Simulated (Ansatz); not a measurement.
# Pb: levels with and without spin–orbit coupling

```yaml
crystal:
  lattice:
    - [0.00000, 2.46980, 2.46980]
    - [2.46980, 0.00000, 2.46980]
    - [2.46980, 2.46980, 0.00000]
  atoms:
    - { symbol: Pb, position: [0.00000, 0.00000, 0.00000] }
```

Structure: COD 9012959, as refined from experiment and not relaxed. It is an old determination, and later ones may differ.

Methods: DFT, PBE, all-electron LAPW, scalar-relativistic (Ansatz 0.2.0); DFT, PBE, all-electron LAPW, Dirac equation with spin-orbit coupling (Ansatz 0.2.0).

The runs use a Γ-centred 13×13×13 k mesh, Fermi–Dirac smearing of 0.08 eV, basis error target 0.25 meV/atom, no spin polarisation.

Levels between -6 and 4 eV, each run counted from its own valence-band top where it has a gap, else its Fermi level. Scalar levels are listed once for both spins; with the coupling every spinor state is counted. Levels near the edges of the range can cross them.

At X (0.500, 0.000, 0.500) the scalar-relativistic levels are -3.38, 1.98 (×2). What are they with spin–orbit coupling?

-3.40 (×2), 1.47 (×2), 2.74 (×2).
